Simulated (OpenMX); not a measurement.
# Mo: single point with PBE

Crystal: Mo.

```
Mo
1.0
    -1.61549    1.61549    1.58381
     1.61549   -1.61549    1.58381
     1.61549    1.61549   -1.58381
Mo
1
Cartesian
  0.0000 0.0000 0.0000
```

```
Program             : OpenMX 3.8.5
Task                : single point
Functional          : PBE
Potentials or basis : OpenMX 2013 PBE set, Mo7.0-s3p2d2, grid cutoff 400 Ry
k mesh              : 9 × 9 × 9
Occupations         : fermi-dirac, width 0.05 eV
Spin                : no spin polarisation
Mixing scheme       : rmm-diisk
SCF threshold       : 1e-08 Ha
Solver              : band
Max SCF cycles      : 100
```

* Pressure: -8.0 GPa
* Band gap on the k mesh: none (metal or under the smearing width)

Levels at points of the mesh, in eV from the Fermi level:
```tsv
k point	band 4	band 5	band 6	band 7	band 8	band 9	band 10	band 11
(0.00, 0.00, 0.00)	-34.72	-7.12	-1.49	-1.28	-1.27	1.33	1.59	34.68
```

Wall time 89 s on 1 thread of Intel(R) Xeon(R) Platinum 8488C (Sapphire Rapids), with other jobs on the host, peak memory 0.42 GiB.

Caveat: the basis of atomic orbitals isn't converged, which shifts pressures, moduli and gaps.
